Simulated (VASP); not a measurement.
C:

```xyz
8
Lattice="2.5221 0.0000 0.0000 -1.2611 2.1842 0.0000 0.0000 0.0000 8.2371" Properties=species:S:1:pos:R:3 pbc="T T T"
C     1.2611    0.7281    6.9501
C     0.0000    1.4561    2.8315
C     1.2611    0.7281    5.4056
C     0.0000    1.4561    1.2870
C     0.0000    0.0000    7.4649
C     0.0000    0.0000    3.3463
C     0.0000    0.0000    4.8908
C     0.0000    0.0000    0.7722
```

This is a hexagonal form of diamond, not graphite.

* Program: VASP 6.6.1
* Task: relaxation of cell and atoms
* Functional: BLYP
* Dispersion: D4
* Potentials or basis: VASP PAW PBE potentials, release 64 (C)
* Cutoff: 600 eV
* k mesh: 12 × 12 × 4
* Occupations: fermi-dirac, width 0.05 eV
* Spin: no spin polarisation

At the start: pressure 0.9 GPa; volume 5.67 Å³/atom.

**Question.** Where does the relaxation end?

**Answer.** Over 7 steps the energy falls by 2.4 meV/atom and the volume is 5.68 Å³/atom (+0.2 %); space group P6_3/mmc (No. 194, to 0.05 Å).

Step by step:
| step | energy change (eV) | largest force (eV/Å) | pressure (GPa) | volume (Å³) |
| --- | --- | --- | --- | --- |
| 1 | 0.0000 | 0.3360 | 0.94 | 45.38 |
| 2 | 0.0120 | 0.5167 | -0.87 | 45.59 |
| 3 | -0.0194 | 0.0435 | -0.02 | 45.47 |
| 4 | -0.0194 | 0.0360 | 0.00 | 45.47 |
| 5 | -0.0194 | 0.0545 | 0.01 | 45.47 |
| 6 | -0.0196 | 0.0101 | 0.00 | 45.47 |
| 7 | -0.0196 | 0.0090 | 0.00 | 45.47 |

Final structure:
```xyz
8
Lattice="2.5156 0.0000 0.0000 -1.2578 2.1786 0.0000 0.0000 0.0000 8.2962" Properties=species:S:1:pos:R:3 pbc="T T T"
C     1.2578    0.7262    7.0061
C     0.0000    1.4524    2.8580
C     1.2578    0.7262    5.4382
C     0.0000    1.4524    1.2901
C     0.0000    0.0000    7.5247
C     0.0000    0.0000    3.3766
C     1.2578    2.1786    4.9196
C     0.0000    0.0000    0.7715
```

Caveat: the PAW data sets were made with another functional, which shifts forces and pressure a little.
